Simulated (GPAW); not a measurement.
# ZnS (Wurtzite-2H) (P6_3mc) in GPAW: band structure with WC

Aim: the band structure of ZnS (Wurtzite-2H) with WC.

Program: GPAW 26.7.0. These are calculated values, not measurements. Logs are shortened: lines on timing, memory, paths and dates and some standing lists are left out, and cuts for length are marked. The log counts tension as positive stress, the text compression.

**What was measured.**

From a printed reference work, monograph, for a bulk crystal of ZnS at 4 K: band gap 3.911 eV (direct).

How close the calculation comes is told below.

## (1) Starting point

It takes space group P6_3mc (No. 186, hexagonal). The conventional cell has a = 3.811 Å, b = 3.811 Å, c = 6.234 Å, α = 90.00°, β = 90.00°, γ = 120.00°. Zn (site symmetry 3m) is surrounded by 4 S at 2.31 to 2.40 Å. Around S (site symmetry 3m) lie 4 Zn at 2.31 to 2.40 Å.

## (2) Band structure, WC

Input file run.py:

```python
from ase.dft.bandgap import bandgap
from ase.io import read, write
from ase.units import GPa
from gpaw import GPAW, PW, setup_paths

setup_paths.insert(0, '.')

atoms = read('ZnS.xyz')

calc = GPAW(mode=PW(600),
            xc='WC',
            kpts={'size': (6, 6, 3), 'gamma': True},
            occupations={'name': 'fermi-dirac', 'width': 0.05},
            nbands=31,
            convergence={'density': 1e-05, 'energy': 1e-05},
            maxiter=150,
            txt='gpaw.txt')
atoms.calc = calc
energy = atoms.get_potential_energy()
forces = atoms.get_forces()
stress = atoms.get_stress()
calc.write('gs.gpw')
write('result.traj', atoms)
print(f'Energy: {energy:.6f} eV')
print('Forces (eV/A):')
print(forces.round(4))
print('Stress (GPa):', (stress / GPa).round(3))
print('Fermi level:', round(calc.get_fermi_level(), 4), 'eV')
print(f'Gap: {bandgap(calc)[0]:.4f} eV, direct: {bandgap(calc, direct=True)[0]:.4f} eV')

path = atoms.cell.bandpath('GMKGALHA,LM,KH', npoints=60, eps=1e-4)
bs_calc = calc.fixed_density(kpts=path, symmetry='off', nbands=48,
                             convergence={'bands': 'CBM+6.0', 'eigenstates': 1e-6}, txt='bands.txt')
bs = bs_calc.band_structure()
bs.write('bs.json')
print(f'Gap on the path: {bandgap(bs_calc)[0]:.4f} eV')
```

Input file ZnS.xyz:

```xyz
4
Lattice="3.8110000000 0.0000000000 0.0000000000 -1.9055000000 3.3004228138 0.0000000000 0.0000000000 0.0000000000 6.2340000000" Properties=species:S:1:pos:R:3 pbc="T T T"
Zn     1.9055000002      1.1001409378      3.1170000000
Zn    -0.0000000002      2.2002818760      0.0000000000
S      1.9055000002      1.1001409378      5.5170900000
S     -0.0000000002      2.2002818760      2.4000900000
```

Potentials or basis: PAW data sets generated in the run's folder for this functional, pw.

Launch:

```console
gpaw-setup -f WC S Zn
OMP_NUM_THREADS=1 python run.py
```

gpaw.txt:

```text
__  _  _
 | _ |_)|_||  |
 |__||  | ||/\| - 26.7.0

Input parameters:
  mode=PW(ecut=600.0),
  convergence={'density': 1e-05, 'energy': 1e-05},
  kpts=MonkhorstPack(size=(6, 6, 3), gamma=True),
  maxiter=150,
  nbands=31,
  occupations=Occupations(name='fermi-dirac', width=0.05),
  xc=XC(name='WC')

Diagonalizing LCAO Hamiltonian
Converting LCAO to pw mode

            S

            Zn
        S

        Zn

Atoms  # Å, Bohr magnetons
|   | symbol |         x |        y |        z |    initial magnetic moments |
|---|--------|-----------|----------|----------|-----------------------------|
| 0 |     Zn |  1.905500 | 1.100141 | 3.117000 | ( 0.0000,  0.0000,  0.0000) |
| 1 |     Zn | -0.000000 | 2.200282 | 0.000000 | ( 0.0000,  0.0000,  0.0000) |
| 2 |      S |  1.905500 | 1.100141 | 5.517090 | ( 0.0000,  0.0000,  0.0000) |
| 3 |      S | -0.000000 | 2.200282 | 2.400090 | ( 0.0000,  0.0000,  0.0000) |

Unit cell  # Å
| periodic |         x |        y |        z |  lengths |     angles |
|----------|-----------|----------|----------|----------|------------|
|      yes |  3.811000 | 0.000000 | 0.000000 | 3.811000 |  90.000000 |
|      yes | -1.905500 | 3.300423 | 0.000000 | 3.811000 |  90.000000 |
|      yes |  0.000000 | 0.000000 | 6.234000 | 6.234000 | 120.000000 |

Number of symmetries: 6
Symmetry operations  # r_c * U_cc + t_c -> r_c
|   | kind |            matrix            |
|---|------|------------------------------|
| 0 |  σ   |  1, 1, 0,  0,-1, 0,  0, 0, 1 |
| 1 |  E   |  1, 0, 0,  0, 1, 0,  0, 0, 1 |
| 2 |  C3  |  0, 1, 0, -1,-1, 0,  0, 0, 1 |
| 3 |  σ   |  0,-1, 0, -1, 0, 0,  0, 0, 1 |
| 4 |  σ   | -1, 0, 0,  1, 1, 0,  0, 0, 1 |
| 5 |  C3  | -1,-1, 0,  1, 0, 0,  0, 0, 1 |

BZ-sampling:
  Number of BZ points: 108
  Number of IBZ points: 17

  Monkhorst-Pack size: [6, 6, 3]
  Monkhorst-Pack shift: [0.08333333333333333, 0.08333333333333333, 0.0]

K-points  # in reciprocal-cell coordinates
|     |                                coordinates |     weight |
|-----|--------------------------------------------|------------|
|   0 | (  0.00000000,   0.00000000,   0.00000000) | 0.00925926 |
|   1 | (  0.00000000,   0.00000000,   0.33333333) | 0.01851852 |
|   2 | (  0.16666667,   0.00000000,  -0.33333333) | 0.05555556 |
|   3 | (  0.16666667,   0.00000000,   0.00000000) | 0.05555556 |
|   4 | (  0.16666667,   0.00000000,   0.33333333) | 0.05555556 |
|   5 | (  0.33333333,  -0.16666667,   0.00000000) | 0.05555556 |
|   6 | (  0.33333333,  -0.16666667,   0.33333333) | 0.11111111 |
|   7 | (  0.33333333,   0.00000000,  -0.33333333) | 0.05555556 |
|   8 | (  0.33333333,   0.00000000,   0.00000000) | 0.05555556 |
|   9 | (  0.33333333,   0.00000000,   0.33333333) | 0.05555556 |
| ... |                                            |            |
|  16 | (  0.50000000,   0.50000000,   0.33333333) | 0.05555556 |

Plane wave coefficients: 2641
Cutoff: 600.0 eV

Spin-components: 1 (collinear spins)
Bands:           31
Projectors:      22
Spin-degeneracy: 2
Datatype:        complex128

Parallelization:
  kpt:    1
  domain: 1
  band:   1

Density:
  Valence electrons: 36.0
  Components: 1
  Grid points: [24 24 36]
  Charge: 0.0  # |e|

Potential:
  Grid points: [24 24 36]

species:
  Zn:
    name:    Zinc
    Z:       30.0
    valence: 12
    core:    18
    charge:  0.0  # [|e|]
    compensation charges:
      type: gauss
      rc: 0.37  # [Å]
      lmax: 2
    cutoffs:
      filter: 2.14  # [Å]
      core: 2.28  # [Å]
    projectors
    | kind |    occ | energy [eV] | rcut [Å] |
    |------|--------|-------------|----------|
    |   4s |  2.000 |      -6.016 |    1.286 |
    |   4p |  0.000 |      -1.062 |    1.270 |
    |   3d | 10.000 |     -10.177 |    1.180 |
    |    s |        |      21.195 |    1.286 |
    |    p |        |      26.150 |    1.270 |
    |    d |        |      17.034 |    1.180 |

    Using partial waves for Zn as LCAO basis

  S:
    name:    Sulfur
    Z:       16.0
    valence: 6
    core:    10
    charge:  0.0  # [|e|]
    compensation charges:
      type: gauss
      rc: 0.24  # [Å]
      lmax: 2
    cutoffs:
      filter: 1.77  # [Å]
      core: 1.66  # [Å]
    projectors
    | kind |    occ | energy [eV] | rcut [Å] |
    |------|--------|-------------|----------|
    |   3s |  2.000 |     -17.205 |    0.974 |
    |   3p |  4.000 |      -6.981 |    0.979 |
    |    s |        |      10.007 |    0.974 |
    |    p |        |      20.231 |    0.979 |
    |    d |        |       0.000 |    0.900 |

    Using partial waves for S as LCAO basis

Reference energy: -119398.576639  # eV

eigensolver:
  PPCG
  Converge bands: occupied
  niter=2

density mixing:
  MSR1-Mixer
  Pratt-step length: 0.05
  Maximum mixing coefficient: 0.75
  Old densities: 10
  SVD Regularization: 0.005
  Good broyden scale: 1.0
  Trust region scale: 1.0
  Backstep threshold: 4.0
  History deletion threshold: 6.0
  Fourier metric: weight=20.0, sigma=0.015

occupation numbers:
  Fermi-Dirac:
    width: 0.0500  # eV

poisson solver:
  ecut: 4800.0  # eV

xc functional:
  name: WC with 2 nearest neighbor stencil

convergence criteria:
- Maximum integral of absolute [dens]ity change: 1e-05 electrons / valence electron
- Maximum [total energy] change in last 3 cyles: 1e-05 eV / valence electron
- Maximum integral of absolute [eigenst]ate change: 4e-08 eV^2 / valence electron
maximum number of iterations: 150

SCF iterations
|iter     | |      energy | eigst |  dens |
|---------|-|-------------|-------|-------|
|iter:   1| |  -15.760718 | +0.13 |       |
|iter:   2| |  -15.608763 | -1.49 | -1.21 |
|iter:   3| |  -15.079471 | -1.38 | -1.25 |
|iter:   4| |  -15.078259 | -2.60 | -1.82 |
|iter:   5| |  -15.079992 | -3.85 | -2.28 |
|iter:   6| |  -15.079988 | -4.78 | -3.22 |
|iter:   7| |  -15.080016c| -5.84 | -3.60 |
|iter:   8| |  -15.080023c| -6.36 | -3.95 |
|iter:   9| |  -15.080023c| -7.39 | -4.50 |
|iter:  10| |  -15.080023c| -7.70c| -5.22c|

Converged in 10 steps
Energy contributions relative to reference atoms: (reference = -119398.576639)

Energy contributions:
  Kinetic:          17.957527
  Coulomb:         -15.297878
  Zero:              0.094385
  External:          0.000000
  Xc:              -17.834057
  Entropy:          -0.000000
  Spinorbit:         0.000000
  ----------------------------
  Free energy:     -15.080023
  Extrapolated:    -15.080023

dipole moment: (-0.000000, 0.000001, -7.480603)  # |e|*Ang

Fermi level: 4.664
Eigenvalues  # (at kpt = [0.000, 0.000, 0.000])
| band index |      eig [eV] | occ [0-2] |
|------------|---------------|-----------|
|          0 |        -9.523 |     2.000 |
|        ... |               |           |
|         10 |        -2.154 |     2.000 |
|         11 |        -2.000 |     2.000 |
|         12 |        -1.537 |     2.000 |
|         13 |         2.817 |     2.000 |
|         14 |         2.817 |     2.000 |
|         15 |         3.673 |     2.000 |
[... 8 lines left out ...]
|         24 |        11.188 |     0.000 |
|         25 |        12.793 |     0.000 |
|        ... |               |           |
|         30 |        15.958 |     0.000 |

Gap: 2.072 eV
Transition (v -> c):
  (s=0, k=0, n=17, [0.00, 0.00, 0.00]) -> (s=0, k=0, n=18, [0.00, 0.00, 0.00])
No difference between direct/indirect transitions

Forces  # eV/Ang
|        x |        y |        z |
|----------|----------|----------|
|  0.00000 |  0.00000 |  0.31088 |  # Zn   0
|  0.00000 | -0.00000 |  0.31080 |  # Zn   1
| -0.00000 |  0.00000 | -0.31089 |  # S    2
|  0.00000 | -0.00000 | -0.31080 |  # S    3

Stress tensor  # eV/Ang^3
|         x |        y |         z |
|-----------|----------|-----------|
|  0.004814 | 0.000000 | -0.000000 |
|  0.000000 | 0.004814 |  0.000000 |
| -0.000000 | 0.000000 |  0.016418 |

# Writing to gs.gpw (mode='')
```

It took 1.7 min on 1 thread of Arm Neoverse V2, shared host; peak memory 0.38 GiB.

Results:

```
Free energy             : -15.0800 eV
Pressure                : -1.4 GPa
Largest force           : 0.311 eV/Å
Band gap on the k mesh  : 2.07 eV, direct
Band gap along the path : 2.07 eV, direct
```

Forces on the atoms (eV/Å):
```
Zn   0.000  0.000  0.311
Zn   0.000  0.000  0.311
S    0.000  0.000 -0.311
S    0.000  0.000 -0.311
```

Levels at the corners of the path, in eV from the valence-band top:
| point | band 14 | band 15 | band 16 | band 17 | band 18 | band 19 | band 20 | band 21 | band 22 | band 23 |
| --- | --- | --- | --- | --- | --- | --- | --- | --- | --- | --- |
| Γ | -0.87 | -0.87 | -0.01 | -0.01 | 0.00 | 2.07 | 2.86 | 6.18 | 6.18 | 6.49 |
| M | -4.26 | -3.20 | -2.28 | -1.59 | -0.99 | 3.47 | 4.14 | 5.03 | 7.01 | 7.29 |
| K | -4.40 | -3.93 | -2.25 | -2.25 | -2.25 | 4.29 | 5.84 | 5.84 | 7.70 | 7.78 |
| Γ | -0.87 | -0.87 | -0.01 | -0.01 | 0.00 | 2.07 | 2.86 | 6.18 | 6.18 | 6.49 |
| A | -2.81 | -0.46 | -0.46 | -0.46 | -0.46 | 3.37 | 3.37 | 6.61 | 6.61 | 6.61 |
| L | -4.95 | -1.68 | -1.68 | -1.55 | -1.55 | 3.46 | 3.46 | 5.01 | 5.01 | 8.85 |
| H | -4.82 | -3.16 | -3.16 | -1.26 | -1.26 | 4.41 | 4.41 | 6.31 | 6.31 | 7.21 |
| A | -2.81 | -0.46 | -0.46 | -0.46 | -0.46 | 3.37 | 3.37 | 6.61 | 6.61 | 6.61 |
| L | -4.95 | -1.68 | -1.68 | -1.55 | -1.55 | 3.46 | 3.46 | 5.01 | 5.01 | 8.85 |
| M | -4.26 | -3.20 | -2.28 | -1.59 | -0.99 | 3.47 | 4.14 | 5.03 | 7.01 | 7.29 |
| K | -4.40 | -3.93 | -2.25 | -2.25 | -2.25 | 4.29 | 5.84 | 5.84 | 7.70 | 7.78 |
| H | -4.82 | -3.16 | -3.16 | -1.26 | -1.26 | 4.41 | 4.41 | 6.31 | 6.31 | 7.21 |

## (3) Comparison with measurements

Step 2. A measured gap of ZnS is 3.911 eV (direct; 4 K; a printed reference work, monograph); the calculated 2.07 eV misses it by -1.84 eV. The value is that of WC, without temperature or zero-point motion. Semilocal functionals fall short of measured gaps as a rule.
